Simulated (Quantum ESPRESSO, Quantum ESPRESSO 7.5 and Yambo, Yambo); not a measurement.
## AlN (P6_3mc): a self-consistent loop beyond G0W0, cycle by cycle

Wanted: G0W0 and self-consistent gaps of AlN (P6_3mc), with the cost of the cycles.

Main program and level: Quantum ESPRESSO 7.5 and Yambo 5.3.0; PBE and many-body steps on it, plane waves.

The database entry behind the starting cell differs from later determinations by our own check (inner coordinate u about 0.002 short), so it need not match the best structure at ambient conditions.

**1. The starting structure**

It takes space group P6_3mc (No. 186, hexagonal). Conventional cell: a = 3.113 Å, b = 3.113 Å, c = 4.981 Å, α = 90.00°, β = 90.00°, γ = 120.00°. Nearest to Al lie 4 N at 1.89 Å. Nearest to N lie 4 Al at 1.89 Å. Farther neighbours and most contacts between anions are not listed.

The cell and positions come from the Crystallography Open Database and are kept as given unless a step says otherwise.

**2. Empty states on the mesh, 3×3×4 mesh, 182 bands**

This step: Quantum ESPRESSO 7.5; DFT, PBE, plane waves, norm-conserving pseudopotentials.

The sums over transitions need many empty states on a uniform mesh; this step solves for them.

Contents of pw.in:

```
&control
  calculation = 'nscf'
  prefix = 'x'
  outdir = 'o'
  pseudo_dir = 'pseudo'
/
&system
  ibrav = 0
  nat = 4
  ntyp = 2
  ecutwfc = 72.0
  nbnd = 182
  force_symmorphic = .true.
/
&electrons
  conv_thr = 1e-9
  electron_maxstep = 80
  diago_full_acc = .true.
  diago_thr_init = 5e-6
/
ATOMIC_SPECIES
  Al 26.982 Al.upf
  N 14.007 N.upf
CELL_PARAMETERS angstrom
  3.1130000000 -0.0000000000 0.0000000000
  -1.5565000000 2.6959370820 0.0000000000
  0.0000000000 0.0000000000 4.9810000000
ATOMIC_POSITIONS crystal
  Al 0.3333333333 0.6666666667 0.0000000000
  Al 0.6666666667 0.3333333333 0.5000000000
  N 0.3333333333 0.6666666667 0.3800000000
  N 0.6666666667 0.3333333333 0.8800000000
K_POINTS automatic
  3 3 4 0 0 0
```

Run with:

```console
OMP_NUM_THREADS=1 mpirun -n 4 pw.x -nk 4 -in pw.in > pw.out
```

Log:

```text
Program PWSCF v.7.5 starts

     This program is part of the open-source Quantum ESPRESSO suite
     for quantum simulation of materials; please cite
         "P. Giannozzi et al., J. Phys.:Condens. Matter 21 395502 (2009);
         "P. Giannozzi et al., J. Phys.:Condens. Matter 29 465901 (2017);
         "P. Giannozzi et al., J. Chem. Phys. 152 154105 (2020);
     in publications or presentations arising from this work. More details at

     Atomic positions and unit cell read from directory:
     o/x.save/

     Message from routine setup:
[...]
76.5466  76.5466  76.9146  76.9146  76.9146  76.9146  77.7650  77.7650
     [... 11 further rows ...]
   141.3268 141.3268 141.7697 141.7697 142.3864 142.3864 142.3864 142.3864
   143.3231 143.3231 145.1999 145.2000 145.2000 145.2000

          k = 0.0000 0.3849 0.0000 (  2892 PWs)   bands (ev):

     [... further k-points ...]

     highest occupied, lowest unoccupied level (ev):     7.1067   11.3272

     XML data file, pseudopotentials, collected wavefunctions

=------------------------------------------------------------------------------=
   JOB DONE.
=------------------------------------------------------------------------------=
```

Elapsed: 15 s, on 4 MPI ranks of Arm Neoverse V1, shared host; peak memory 0.38 GiB; 62 s of CPU time.

This step gave:

* gap: 4.221 eV
* k of the valence top: 0, 0, 0
* k of the conduction bottom: 0, 0, 0
* least direct gap: 4.221 eV
* k points computed: 10
* lowest point of the top converged band, above the valence top: 134.4323 eV

On this mesh the gap is 4.221 eV.

The density comes from a self-consistent run that is not shown.

**3. Conversion and set-up**

This step: Yambo 5.3.0; conversion and set-up on PBE, plane waves, norm-conserving pseudopotentials.

The states are converted to the many-body program's format and the q mesh is built.

Run with:

```console
(cd o/x.save; p2y > p2y.log; mv SAVE ../..); yambo > setup.log
```

Log:

```text
 Yambo, version 5.3.0

 [02] CORE Variables Setup
 =========================

  [02.01] Unit cells
  ==================

  Cell kind             :  HCP
  Atoms in the cell     :  Al  N
  number of Al atoms    :  2
  number of N  atoms    :  2

  List of atomic masses
  Mass of Al    :  26.98200
  Mass of N     :  14.00700

  List of atomic coordinates    : [cc]
  Al1       : -0.29414E-09   3.3964       0.0000      order 1
  Al2       :  2.941359  1.698194  4.706363  order 2
  N1       : -0.29414E-09   3.3964       3.5768      order 3
[...]
IBZ Q-points                                      :  10
 BZ  Q-points                                      :   36

 K/Q-points units:
 rlu = crystal or reduced units; cc = cartesian coordinates; iku = interal k-units

 Q [ 1]         [rlu]:  0.000000  0.000000  0.000000
 Q [ 2]         [rlu]:  0.000000  0.000000  0.250000
 Q [ 3]         [rlu]:  0.000000  0.000000 -0.500000
[...]
Q [ 8]         [rlu]:  0.333333  0.333333  0.250000
 Q [ 9]         [rlu]:  0.333333  0.333333 -0.500000
 Q [10]         [rlu]:  0.40821E-19 -0.33333      0.25000

  [03.01] X indexes
  =================

   [03.01.01] Sigma indexes
   ========================

 [06] Game Over & Game summary
```

It took 2.1 s on 1 MPI rank; peak memory 0.23 GiB.

**4. G0W0**

G0W0 replaces the xc potential by the self-energy, built once from these orbitals. Only a window of levels is corrected, while the sums run over the empty bands that the input names.

This step: G0W0 on PBE, plane waves, norm-conserving pseudopotentials.

Contents of gw1.in:

```
HF_and_locXC
gw0
dyson
ppa
em1d
rim_cut
RandQpts= 1000000
RandGvec= 1 RL
EXXRLvcs= 72 Ry
VXCRLvcs= 288 Ry
Chimod= "HARTREE"
% BndsRnXp
 1 | 182 |
%
NGsBlkXp= 15.5 Ry
% LongDrXp
 1 | 1 | 1 |
%
% GbndRnge
 1 | 182 |
%
DysSolver= "n"
ExtendOut
PPAPntXp= 27.21138 eV
% QPkrange
 1 | 10 | 3 | 14 |
%
```

Run with:

```console
OMP_NUM_THREADS=1 mpirun -n 4 yambo -F gw1.in -J gw1 -C gw1 > gw1.log
```

Log:

```text
 Yambo, version 5.3.0

 [02] CORE Variables Setup
 =========================

  [... cell, symmetries and grids as in the set-up ...]

  [02.05] Energies & Occupations
  ==============================

  [X] === General ===
  [X] Electronic Temperature                        :  0.000000  0.000000 [eV K]
  [X] Bosonic    Temperature                        :  0.000000  0.000000 [eV K]
  [X] Finite Temperature mode                       : no
  [X] El. density                                   :  0.38275E+24 [cm-3]
  [X] Fermi Level                                   :  7.106664 [eV]

  [X] === Gaps and Widths ===
  [X] Conduction Band Min                           :  4.220509 [eV]
  [X] Valence Band Max                              :  0.000000 [eV]
  [X] Filled Bands                                  :   8
  [X] Empty Bands                                   :    9  182
  [X] Direct Gap                                    :  4.220509 [eV]
  [X] Direct Gap localized at k                     :  1
  [X] Indirect Gap                                  :  4.220509 [eV]
  [X] Indirect Gap between kpts                     :  1  1
  [X] Last valence band width                       :  2.371270 [eV]
  [X] 1st conduction band width                     :  3.218767 [eV]

 [03] Transferred momenta grid and indexing
 ==========================================

 IBZ Q-points                                      :  10
 BZ  Q-points                                      :   36

 K/Q-points units:
 rlu = crystal or reduced units; cc = cartesian coordinates; iku = interal k-units

 Q [ 1]         [rlu]:  0.000000  0.000000  0.000000
 Q [ 2]         [rlu]:  0.000000  0.000000  0.250000
 Q [ 3]         [rlu]:  0.000000  0.000000 -0.500000
 Q [ 4]         [rlu]: -0.40821E-19  0.33333       0.0000
 Q [ 5]         [rlu]: -0.40821E-19  0.33333      0.25000
 Q [ 6]         [rlu]: -0.40821E-19  0.33333     -0.50000
 Q [ 7]         [rlu]:  0.333333  0.333333  0.000000
 Q [ 8]         [rlu]:  0.333333  0.333333  0.250000
 Q [ 9]         [rlu]:  0.333333  0.333333 -0.500000
 Q [10]         [rlu]:  0.40821E-19 -0.33333      0.25000

 [04] Coloumb potential Random Integration (RIM)
 ===============================================

  [04.01] RIM initialization
  ==========================

  * Diagonal components only detected *

  8 x (sBL volume)        :  0.195400 [a.u.]
  sBZ random points       :  1000000
  Points outside the sBZ  :   7994252
  RL volume               :  0.879301 [a.u.]
  Integrated volume       :  0.879933 [a.u.]

  [04.02] RIM integrals
  =====================

  Gamma point sphere radius             :  0.105259 [a.u.]
  Points outside the sphere             :   811608
  [Int_sBZ(q=0) 1/q^2]*(Vol_sBZ)^(-1/3) =:  7.236165
                                 should be <:  7.795600

  Summary of Coulomb integrals for non-metallic bands |Q|[au] RIM/Bare

  Q [1] 0.100000E-4 0.928237 * Q [2] 0.166880 0.646012
  Q [3] 0.333760 0.872534 * Q [4] 0.411102 1.143679
  Q [10] 0.443682 1.087027 * Q [5] 0.443682 1.086663
  Q [6] 0.529529 1.022105 * Q [7] 0.712050 1.044470
  Q [8] 0.731344 1.037865 * Q [9] 0.786391 1.024498

 [05] Dipoles
 ============

  [05.01] Setup: observables and procedures
  =========================================

  [WARNING] [x,Vnl] slows the Dipoles computation. To neglect it rename the ns.kb_pp file

 [06] Dynamic Dielectric Matrix (PPA)
 ====================================

 [WR./gw1//ndb.pp]---------------------------------------------------------------
  Brillouin Zone Q/K grids (IBZ/BZ)                :   10   36   10   36
  RL vectors                                       :   3777 [WF]
  Coulomb cutoff potential                         : none
  Electronic Temperature                           :  0.000000 [K]
  Bosonic    Temperature                           :  0.000000 [K]
  PPA    diel. fun.  energies                      : Perdew, Burke & Ernzerhof(X)+Perdew, Burke & Ernzerhof(C)
[...]
X band range                                     :    1  182
  X e/h energy range                               : -1.000000 -1.000000 [eV]
  X Time ordering                                  : R
  X Hxc Kernel                                     : HARTREE
  X Drude frequency                                :  0.000000  0.000000
  X poles                                          :  100.0000 [o/o]
  RL vectors in the sum                            :   3777
  [r,Vnl] included                                 : yes
  Field direction                                  :  0.577350E-5  0.577350E-5  0.577350E-5
  BZ energy Double Grid                            : no
  BZ energy DbGd points                            : 0
  BZ Q point size factor                           : -1.000000
  X Optical Averaged directions                    : none

 [07] Local Exchange-Correlation + Non-Local Fock
 ================================================

 [VXC] Plane waves :  23187
 [EXS] Plane waves :  2875

 QP @ state[ 1 ] K range:   1  10
 QP @ state[ 1 ] b range:   3  14

 [xc] Functional : Perdew, Burke & Ernzerhof(X)+Perdew, Burke & Ernzerhof(C)
 [xc] LIBXC used to calculate xc functional
  PP Number of Atomic Species                      :  2
  NLCC RL compoments                               :  23187
  PP Number of Atomic Species                      :  2
  NLCC RL compoments                               :  23187

 [xc] E_xc :  -6.931593 [Ha]
      E_xc :  -13.86319 [Ry]

  Local XC kind (lXC) : Perdew, Burke & Ernzerhof(X)+Perdew, Burke & Ernzerhof(C)
  Non-Local XC kind (nlXC) : Hartree-Fock

  Corrections @ K [1] :  [eV]
 <3|nlXC|3> = -18.50954  0.78569E-17 <3|lXC|3> = -12.68621 -0.94409E-16
 <4|nlXC|4> = -20.90322 -0.52764E-17 <4|lXC|4> = -16.48961 -0.37763E-15
 <5|nlXC|5> = -20.90276 -0.23684E-16 <5|lXC|5> = -16.48961  0.94408E-16
 <6|nlXC|6> = -21.12526 -0.27407E-16 <6|lXC|6> = -16.99289  0.56645E-15
 <7|nlXC|7> = -21.12496  0.23897E-16 <7|lXC|7> = -16.99289  0.37763E-15
 <8|nlXC|8> = -20.86447  0.36543E-16 <8|lXC|8> = -17.08523  0.37763E-15
[...]
Corrections @ K [2] :  [eV]
[...]
Corrections @ K [3] :  [eV]
[...]
Corrections @ K [4] :  [eV]
[...]
Corrections @ K [5] :  [eV]
[...]
[... 4 further k-points ...]
  Corrections @ K [10] :  [eV]
[...]
<12|nlXC|12> = -5.319750 -0.11825E-17 <12|lXC|12> = -11.14118  0.94408E-16
 <13|nlXC|13> = -5.821700 -0.22164E-17 <13|lXC|13> = -12.09921 -0.18882E-15
 <14|nlXC|14> = -4.133731 -0.32443E-18 <14|lXC|14> = -9.985946 -0.47204E-16

  [07.01] Hartree-Fock occupations report
  =======================================

  [Hartree-Fock] === General ===
  [Hartree-Fock] Electronic Temperature             :  0.000000  0.000000 [eV K]
  [Hartree-Fock] Bosonic    Temperature             :  0.000000  0.000000 [eV K]
  [Hartree-Fock] Finite Temperature mode            : no
  [Hartree-Fock] El. density                        :  0.38275E+24 [cm-3]
  [Hartree-Fock] Fermi Level                        :  7.106664 [eV]

  [Hartree-Fock] === Gaps and Widths ===
  [Hartree-Fock] Conduction Band Min                :  8.858121 [eV]
  [Hartree-Fock] Valence Band Max                   : -3.779240 [eV]
  [Hartree-Fock] Filled Bands                       :   8
  [Hartree-Fock] Empty Bands                        :    9  182
  [Hartree-Fock] Direct Gap                         :  12.63736 [eV]
  [Hartree-Fock] Direct Gap localized at k          :  1
  [Hartree-Fock] Indirect Gap                       :  12.63736 [eV]
  [Hartree-Fock] Indirect Gap between kpts          :  1  1
  [Hartree-Fock] Last valence band width            :  3.268972 [eV]
  [Hartree-Fock] 1st conduction band width          :  3.860554 [eV]

 [08] Dyson equation: Newton solver
 ==================================

  [08.01] G0W0 (W PPA)
  ====================

  [  GW  ] Bands range     :    1  182
  [GW/PPA] G damping       :  0.100000 [eV]

  QP @ state[ 1 ] K range:   1  10
  QP @ state[ 1 ] b range:   3  14

   Sc/G bands                                       :    1  182
   Sc/G damping                                     :  0.100000 ev
   Sc bands terminator                              : no
   Sx RL components                                 :  2875

   QP @ state[ 1 ] K range                          :   1  10
   QP @ state[ 1 ] b range                          :   3  14
   GF energies kind                                 : Perdew, Burke & Ernzerhof(X)+Perdew, Burke & Ernzerhof(C)
   GF WF`s kind                                     : Perdew, Burke & Ernzerhof(X)+Perdew, Burke & Ernzerhof(C)
   Xs energies kind                                 : Perdew, Burke & Ernzerhof(X)+Perdew, Burke & Ernzerhof(C)
   Xs WF`s kind                                     : Perdew, Burke & Ernzerhof(X)+Perdew, Burke & Ernzerhof(C)

 [11] Game Over & Game summary
```

Run time: 12 min. Hardware: 4 MPI ranks; peak memory 1.5 GiB.

Numbers from this step:

- G0W0 gap on the mesh: 5.594 eV
- starting gap on the mesh: 4.221 eV
- k of the valence top: 0, 0, 0
- k of the conduction bottom: 0, 0, 0
- least direct G0W0 gap on the computed points: 5.594 eV
- Z at the valence top: 0.7927
- Z at the conduction bottom: 0.8191

The gap on the mesh goes from 4.22 eV to 5.59 eV, a correction of +1.37 eV.

**5. evGW0, cycle 1**

This step: evGW0 on PBE, plane waves, norm-conserving pseudopotentials.

gw2.in, as its differences from gw1.in of step 4:

```diff
@@ -27 +27,2 @@
 %
+GfnQPdb= "E < ./gw1/ndb.QP"
```

Run with:

```console
OMP_NUM_THREADS=1 mpirun -n 4 yambo -F gw2.in -J gw2,gw1_W -C gw2 > gw2.log
```

Log:

```text
 Yambo, version 5.3.0

 [02] CORE Variables Setup
 =========================

  [... cell, symmetries and grids as in the set-up ...]

  [02.05] Energies & Occupations
  ==============================

  [X] === General ===
  [X] Electronic Temperature                        :  0.000000  0.000000 [eV K]
  [X] Bosonic    Temperature                        :  0.000000  0.000000 [eV K]
  [X] Finite Temperature mode                       : no
  [X] El. density                                   :  0.38275E+24 [cm-3]
  [X] Fermi Level                                   :  7.106664 [eV]

  [X] === Gaps and Widths ===
  [X] Conduction Band Min                           :  4.220509 [eV]
  [X] Valence Band Max                              :  0.000000 [eV]
  [X] Filled Bands                                  :   8
  [X] Empty Bands                                   :    9  182
  [X] Direct Gap                                    :  4.220509 [eV]
  [X] Direct Gap localized at k                     :  1
  [X] Indirect Gap                                  :  4.220509 [eV]
  [X] Indirect Gap between kpts                     :  1  1
  [X] Last valence band width                       :  2.371270 [eV]
  [X] 1st conduction band width                     :  3.218767 [eV]

 [03] Transferred momenta grid and indexing
 ==========================================

 IBZ Q-points                                      :  10
 BZ  Q-points                                      :   36

 K/Q-points units:
 rlu = crystal or reduced units; cc = cartesian coordinates; iku = interal k-units

 Q [ 1]         [rlu]:  0.000000  0.000000  0.000000
 Q [ 2]         [rlu]:  0.000000  0.000000  0.250000
 Q [ 3]         [rlu]:  0.000000  0.000000 -0.500000
[...]
[G+QP] Direct Gap                                 :  5.593550 [eV]
  [G+QP] Direct Gap localized at k                  :  1
  [G+QP] Indirect Gap                               :  5.593550 [eV]
  [G+QP] Indirect Gap between kpts                  :  1  1
  [G+QP] Last valence band width                    :  2.749050 [eV]
  [G+QP] 1st conduction band width                  :  3.390213 [eV]

  [coarse-grid] Minimum Bare Gap        [ev]:  4.220509
  [coarse-grid] Minimum Gap Correction  [ev]:  1.373041

  Eqp @ K [ 1]
  -16.94367 -14.55037  -6.67776  -1.03211  -1.03163  -0.26318  -0.26271   0.00000
    5.59355   8.08660  12.54864  12.59001  12.59057  14.62846  14.94571  14.94571
  Eqp @ K [ 2]
  -16.68000 -15.03373  -5.80900  -1.35771  -0.92603  -0.92556  -0.38176  -0.38127
[...]
Eqp @ K [ 3]
[...]
Eqp @ K [ 8]
[...]
Eqp @ K [ 9]
[...]
8.98376   8.98368   9.26210   9.26216  13.89899  13.89881  15.69403  15.69403
    6.97958   8.01999  10.47733  11.75803  12.94252  13.43721  14.11757  15.96562

 [07] Dipoles
 ============

  [07.01] Setup: observables and procedures
  =========================================

 [08] Dynamic Dielectric Matrix (PPA)
 ====================================

   Sc/G bands                                       :    1  182
   Sc/G damping                                     :  0.100000 ev
   Sc bands terminator                              : no
   Sx RL components                                 :  2875

   QP @ state[ 1 ] K range                          :   1  10
   QP @ state[ 1 ] b range                          :   3  14
   GF energies kind                                 : Perdew, Burke & Ernzerhof(X)+Perdew, Burke & Ernzerhof(C)+ E < ./gw1/ndb.QP + @E Fit
   GF WF`s kind                                     : Perdew, Burke & Ernzerhof(X)+Perdew, Burke & Ernzerhof(C)
   Xs energies kind                                 : Perdew, Burke & Ernzerhof(X)+Perdew, Burke & Ernzerhof(C)
   Xs WF`s kind                                     : Perdew, Burke & Ernzerhof(X)+Perdew, Burke & Ernzerhof(C)

 [13] Game Over & Game summary
```

Run time: 11 min. Hardware: 4 MPI ranks; peak memory 1.5 GiB; 45 min of CPU time.

Numbers from this step:

| Quantity | Value |
| --- | --- |
| quasiparticle gap on the mesh | 5.769 eV |
| gap of the density functional on the mesh | 4.221 eV |
| k of the valence top | 0, 0, 0 |
| k of the conduction bottom | 0, 0, 0 |
| least direct quasiparticle gap on the computed points | 5.769 eV |
| Z at the valence top | 0.7978 |
| Z at the conduction bottom | 0.8329 |

Against G0W0 in Yambo (3×3×4 mesh, 182 bands, screening to 210.9 eV, Godby-Needs plasmon pole), the gap moves by +0.175 eV.

The program's own table gives 5.998 eV, which is too large where the input levels are shifted: this version takes Σc at the unshifted level E₀, yet steps from the shifted one. The value above is the Newton step from E₀, E₀ + Z(Σc + Σx − Vxc), rebuilt from the printed columns.

**6. evGW0, cycle 2**

The corrected levels of the last cycle go back in.

gw3.in, as its differences from gw2.in of step 5:

```diff
@@ -27,2 +27,2 @@
 %
-GfnQPdb= "E < ./gw1/ndb.QP"
+GfnQPdb= "E < ./gw2_fix/ndb.QP"
```

Run with:

```console
OMP_NUM_THREADS=1 mpirun -n 4 yambo -F gw3.in -J gw3,gw1_W -C gw3 > gw3.log
```

Log:

```text
 Yambo, version 5.3.0

 [02] CORE Variables Setup
 =========================

  [... cell, symmetries and grids as in the set-up ...]

  [02.05] Energies & Occupations
  ==============================

  [X] === General ===
  [X] Electronic Temperature                        :  0.000000  0.000000 [eV K]
  [X] Bosonic    Temperature                        :  0.000000  0.000000 [eV K]
  [X] Finite Temperature mode                       : no
  [X] El. density                                   :  0.38275E+24 [cm-3]
[...]
Sx RL components                                 :  2875

   QP @ state[ 1 ] K range                          :   1  10
   QP @ state[ 1 ] b range                          :   3  14
   GF energies kind                                 : Perdew, Burke & Ernzerhof(X)+Perdew, Burke & Ernzerhof(C)+ E < ./gw1/ndb.QP + @E Fit+ E < ./gw2_fix/
   GF WF`s kind                                     : Perdew, Burke & Ernzerhof(X)+Perdew, Burke & Ernzerhof(C)
   Xs energies kind                                 : Perdew, Burke & Ernzerhof(X)+Perdew, Burke & Ernzerhof(C)
   Xs WF`s kind                                     : Perdew, Burke & Ernzerhof(X)+Perdew, Burke & Ernzerhof(C)

 [13] Game Over & Game summary
```

Elapsed: 11 min, on 4 MPI ranks; peak memory 1.5 GiB.

Numbers from this step:

```yaml
quasiparticle_gap_on_the_mesh: 5.791 eV
gap_of_the_density_functional_on_the_mesh: 4.221 eV
k_of_the_valence_top: 0, 0, 0
k_of_the_conduction_bottom: 0, 0, 0
least_direct_quasiparticle_gap_on_the_computed_points: 5.791 eV
```

Against the cycle before, the gap moves by +0.022 eV.

The program's own table gives 6.046 eV, which is too large where the input levels are shifted: this version takes Σc at the unshifted level E₀, yet steps from the shifted one. The value above is the Newton step from E₀, E₀ + Z(Σc + Σx − Vxc), rebuilt from the printed columns.

(Continued in part 2 of 2.)

[Paths, hosts, dates, memory and timing lines, banners, echoed tables and standing remarks are left out of the program output.]

[Logs are printed without paths, hosts, clocks, repeated set-up lines and the standing remarks that a program may print on its own settings, such as how far it seeks lower states.]

[Runs of the session that timed out or met a known fault of the program may be left out.]

[Hosts, paths, dates, database ids (printed as entryN), source tags and the programs' standing remarks are cut or masked in the printed files.]
